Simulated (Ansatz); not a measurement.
ZnSiP2, ordered on the zincblende lattice (I-42d) with 8 atoms a cell was relaxed with 4 functionals in Ansatz, cell and atoms free, the symmetry of the start kept (meshes: PBE 6×6×6, r2SCAN 6×6×6, PBEsol 6×6×6, LDA 6×6×6). No spin polarisation and no zero-point or thermal motion; the cell was built from a prototype and may be hypothetical.

The LDA result:
```xyz
8
Lattice="-2.6530 2.6530 5.1913 2.6530 -2.6530 5.1913 2.6530 2.6530 -5.1913" Properties=species:S:1:pos:R:3 pbc="T T T"
Zn    0.0000    0.0000    0.0000
P     1.3948    1.3265    1.2978
Zn    0.0000    2.6530    2.5957
P     1.3265   -1.2582    3.8935
Si    0.0000    0.0000    5.1913
P     1.2582    1.3265    6.4892
Si    2.6530    0.0000    2.5957
P    -1.3265    1.2582    3.8935
```

It is tetragonal, I-42d (No. 122); a = 5.306 Å, c = 10.383 Å in the conventional setting, 18.27 Å³ an atom. Zn is surrounded by 4 P at 2.32 Å; P is surrounded by 2 Si at 2.24 Å and 2 Zn at 2.32 Å; Si is surrounded by 4 P at 2.24 Å.

Task: Order the functionals by the relaxed volume, smallest first.
A. r2SCAN
B. LDA
C. PBE
D. PBEsol

Result: B (18.27 Å³/atom), D (18.71 Å³/atom), A (18.92 Å³/atom), C (19.34 Å³/atom).

Task: What lattice does r2SCAN give?

Result: a = 5.377 Å, c = 10.468 Å; the volume differs by +3.5 % from LDA's. Zn has 4 P at 2.36 Å; P has 2 Si at 2.26 Å and 2 Zn at 2.36 Å; Si has 4 P at 2.26 Å.

Task: What lattice does PBE give?

Result: a = 5.419 Å, c = 10.539 Å; the volume differs by +5.9 % from LDA's. Zn has 4 P at 2.38 Å; P has 2 Si at 2.27 Å and 2 Zn at 2.38 Å; Si has 4 P at 2.27 Å.

Task: Held at the r2SCAN cell, what mean stress do LDA and PBE find, and does its sign point to their own minimum?

Result: Yes. LDA -3.03 GPa, and its relaxed volume is -3.4 % from r2SCAN's; PBE +1.98 GPa, and its relaxed volume is +2.2 % from r2SCAN's. Compression counts positive, so a positive stress asks for a larger cell.
